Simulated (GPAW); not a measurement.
## Cl: relaxation of cell and atoms with PBE+D3(BJ)

Crystal: Cl.

```
Cl
1.0
     3.14500   -2.25000    0.00000
     3.14500    2.25000    0.00000
     0.00000    0.00000    8.21000
Cl
4
Direct
  0.37000 0.63000 0.40000
  0.13000 0.87000 0.90000
  0.63000 0.37000 0.60000
  0.87000 0.13000 0.10000
```

| Quantity | Value |
| --- | --- |
| Program | GPAW 26.7.0 |
| Task | relaxation of cell and atoms |
| Functional | PBE |
| Dispersion | D3(BJ) |
| Potentials or basis | GPAW PAW data sets (gpaw-data 1.2.1) |
| Cutoff | 600 eV |
| Basis | pw |
| k mesh | 5 × 5 × 3 |
| Occupations | fermi-dirac, width 0.05 eV |
| Spin | no spin polarisation |
| Maxiter | 150 |
| Optimizer | BFGS |
| Fmax | 0.05 eV/Å |
| Max steps | 40 |

| Quantity | Value |
| --- | --- |
| Relaxed volume | 26.27 Å³/atom |
| Relaxed cell | a = 3.821 Å, b = 3.821 Å, c = 7.855 Å, α = 90.00°, β = 90.00°, γ = 66.35° |
| Space group after relaxing (to 0.05 Å) | Cmce (No. 64) |
| Energy gained by relaxing | 11.5 meV/atom |
| Ionic steps | 14 |
| Pressure after relaxing | 0.1 GPa |
| Largest force after relaxing | 0.017 eV/Å |
| Band gap on the k mesh | 2.39 eV, indirect (least direct gap 2.42 eV) |
| Dispersion energy per atom | -0.170 eV |

Forces on the atoms (eV/Å):
```
Cl   0.000 -0.017 -0.001
Cl   0.000  0.014 -0.007
Cl   0.000  0.017  0.001
Cl   0.000 -0.014  0.007
```

Stress tensor (GPa, compression positive):
```
 0.23  0.00  0.00
 0.00 -0.06  0.01
 0.00  0.01  0.21
```

The path:
```tsv
step	energy change (eV)	largest force (eV/Å)	pressure (GPa)	volume (Å³)
1	0.0000	0.1460	-0.37	116.19
2	-0.0015	0.1153	-0.45	116.11
3	-0.0088	0.1724	-0.89	115.17
4	-0.0143	0.2638	-1.06	114.07
5	-0.0245	0.3564	-1.11	111.17
6	-0.0309	0.2821	-0.79	109.54
7	-0.0366	0.0632	-0.17	108.63
8	-0.0372	0.0448	-0.06	108.76
9	-0.0375	0.0529	-0.03	108.73
10	-0.0396	0.1368	0.17	108.29
11	-0.0420	0.1927	0.32	107.39
12	-0.0444	0.1783	0.40	105.88
13	-0.0456	0.0886	0.28	105.19
14	-0.0461	0.0167	0.12	105.06
```

Final structure:
```xyz
4
Lattice="3.1983 -2.0910 0.0000 3.1983 2.0910 0.0000 0.0000 0.0001 7.8551" Properties=species:S:1:pos:R:3 pbc="T T T"
Cl    3.1983    0.5529    3.0719
Cl    3.1983    1.5383    6.9997
Cl    3.1983   -0.5527    4.7832
Cl    3.1983   -1.5381    0.8553
```

Levels at points of the mesh, in eV from the valence-band top:
| k point | band 11 | band 12 | band 13 | band 14 | band 15 | band 16 | band 17 | band 18 |
| --- | --- | --- | --- | --- | --- | --- | --- | --- |
| (0.00, 0.00, 0.00) | -1.00 | -0.37 | -0.12 | -0.03 | 2.39 | 2.99 | 7.11 | 7.44 |

It took 5.4 min on 1 thread of Intel(R) Xeon(R) Platinum 8488C (Sapphire Rapids) (shared host), peak memory 0.45 GiB.

Caveat: later steps reuse the first step's grids; an odd mesh through Γ misses points on the zone boundary, where band edges often lie. As with any semilocal functional, this PBE gap is likely too small.
